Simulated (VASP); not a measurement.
Method: r2SCAN+rVV10, VASP's PBE PAW potentials (set 64) (plane waves; VASP 6.6.1).

A VASP calculation is set up with these files.

File POSCAR:
```
CsI
1
    4.5918289564     0.0000000000     0.0000000000
    0.0000000000     4.5918289564     0.0000000000
    0.0000000000     0.0000000000     4.5918289564
Cs I
1 1
Direct
  0.0000000000   0.0000000000   0.0000000000
  0.5000000000   0.5000000000   0.5000000000
```

INCAR:
```
SYSTEM = CsI
PREC = Accurate; ENCUT = 520; LREAL = .FALSE.
LASPH = .TRUE.
EDIFF = 1E-7; NELM = 100; ALGO = Normal
LMAXMIX = 4; LMIXTAU = .TRUE.
ISMEAR = 0; SIGMA = 0.05
METAGGA = R2SCAN; LUSE_VDW = .TRUE.; BPARAM = 11.95
CPARAM = 0.0093
ISIF = 2
LWAVE = .FALSE.; LCHARG = .FALSE.
```

File KPOINTS:
```
Automatic mesh
0
Gamma
6 6 6
0 0 0
```

POTCAR, in this order: Cs_sv I (PBE.64 set). Program: vasp_std.

The resulting files:

File OSZICAR:
```
       N       E                     dE             d eps       ncg     rms          rms(c)
DAV:   1     0.448624961447E+02    0.44862E+02   -0.64379E+03   480   0.113E+03
DAV:   2    -0.478220780099E+02   -0.92685E+02   -0.88070E+02   728   0.166E+02
DAV:   3    -0.555833147795E+02   -0.77612E+01   -0.77377E+01   620   0.555E+01
DAV:   4    -0.556871383529E+02   -0.10382E+00   -0.10379E+00   556   0.785E+00
DAV:   5    -0.556883397263E+02   -0.12014E-02   -0.12013E-02   604   0.919E-01    0.209E+00
DAV:   6    -0.531409912431E+02    0.25473E+01   -0.41715E-01   508   0.560E+00    0.199E+00
DAV:   7    -0.519756872853E+02    0.11653E+01   -0.45600E-01   492   0.507E+00    0.676E-01
DAV:   8    -0.524682831145E+02   -0.49260E+00   -0.28010E-01   480   0.575E+00    0.373E-01
DAV:   9    -0.523630385038E+02    0.10524E+00   -0.21130E-01   480   0.452E+00    0.274E-01
DAV:  10    -0.523940222337E+02   -0.30984E-01   -0.20021E-01   480   0.474E+00    0.322E-01
DAV:  11    -0.524709649067E+02   -0.76943E-01   -0.37816E-02   480   0.244E+00    0.141E-01
DAV:  12    -0.524992661670E+02   -0.28301E-01   -0.62621E-02   480   0.352E+00    0.113E-01
DAV:  13    -0.524981905468E+02    0.10756E-02   -0.47953E-04   596   0.215E-01    0.104E-01
DAV:  14    -0.525019737853E+02   -0.37832E-02   -0.93286E-03   480   0.114E+00    0.504E-02
DAV:  15    -0.525032615576E+02   -0.12878E-02   -0.97426E-04   492   0.354E-01    0.173E-02
DAV:  16    -0.525042102934E+02   -0.94874E-03   -0.60646E-04   492   0.309E-01    0.935E-03
DAV:  17    -0.525042251957E+02   -0.14902E-04   -0.18132E-05   572   0.561E-02    0.386E-03
DAV:  18    -0.525042231474E+02    0.20483E-05   -0.11062E-05   500   0.426E-02    0.194E-03
DAV:  19    -0.525042293699E+02   -0.62225E-05   -0.47937E-06   512   0.311E-02    0.127E-03
DAV:  20    -0.525042312090E+02   -0.18391E-05   -0.11957E-06   508   0.151E-02    0.120E-03
DAV:  21    -0.525042313207E+02   -0.11173E-06   -0.49518E-08   428   0.312E-03    0.553E-04
DAV:  22    -0.525042312336E+02    0.87134E-07   -0.30037E-08   340   0.217E-03
   1 F= -.52504231E+02 E0= -.52504231E+02  d E =-.329343E-11
```

OUTCAR:
```
------------------------ aborting loop because EDIFF is reached ----------------------------------------
  FORCE on cell =-STRESS in cart. coord.  units (eV):
  Direction    XX          YY          ZZ          XY          YZ          ZX
  --------------------------------------------------------------------------------------
  Total       -0.2304220     -0.2304220     -0.2304220      0.0000000      0.0000000     -0.0000000
  in kB       -3.8130935     -3.8130935     -3.8130935      0.0000000      0.0000000     -0.0000000
  external PRESSURE =      -3.8130935 kB  Pullay stress =       0.0000000 kB
  volume of cell :       96.82
      direct lattice vectors                 reciprocal lattice vectors
     4.591828956  0.000000000  0.000000000     0.217778147  0.000000000  0.000000000
     0.000000000  4.591828956  0.000000000     0.000000000  0.217778147  0.000000000
     0.000000000  0.000000000  4.591828956     0.000000000  0.000000000  0.217778147
 POSITION                                       TOTAL-FORCE (eV/Angst)
 -----------------------------------------------------------------------------------
      0.00000      0.00000      0.00000         0.000000      0.000000      0.000000
      2.29591      2.29591      2.29591         0.000000      0.000000      0.000000
 -----------------------------------------------------------------------------------
    total drift:                               -0.000000      0.000000      0.000000
  FREE ENERGIE OF THE ION-ELECTRON SYSTEM (eV)
  ---------------------------------------------------
  free  energy   TOTEN  =       -52.5042312336 eV

  energy  without entropy=      -52.5042312336  energy(sigma->0) =      -52.50423123
```
(Selected blocks of OUTCAR.)

The compound is CsI in the CsCl type structure. This cell is one point of a volume scan, at 1.03 of the reference volume.
